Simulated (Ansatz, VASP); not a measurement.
## Two plane-wave programs on Sr

```
Sr
1.0
     0.00000    3.03594    3.03594
     3.03594    0.00000    3.03594
     3.03594    3.03594    0.00000
Sr
1
Direct
  0.00000 0.00000 0.00000
```

Alike in both runs: task single point; functional PBE; k mesh 12 × 12 × 12; occupations gaussian, width 0.05 eV; no spin polarisation.

|  | VASP | Ansatz |
| --- | --- | --- |
| version | VASP 6.6.1 | Ansatz 0.2.0 |
| potentials or method | VASP PAW PBE potentials, release 64 (Sr_sv) | scalar-relativistic, plane waves, PAW |
| plane-wave cutoff (eV) | 520 | 600 |
| valence electrons in the cell | 10 | 10 |

```tsv
	VASP	Ansatz	Ansatz less VASP
gap on the k mesh at the Fermi level (eV)	none	none	-
pressure (GPa)	-0.3	-0.3	-0.01
```

A gap of «none» marks a metal or a gap that the smearing closes.
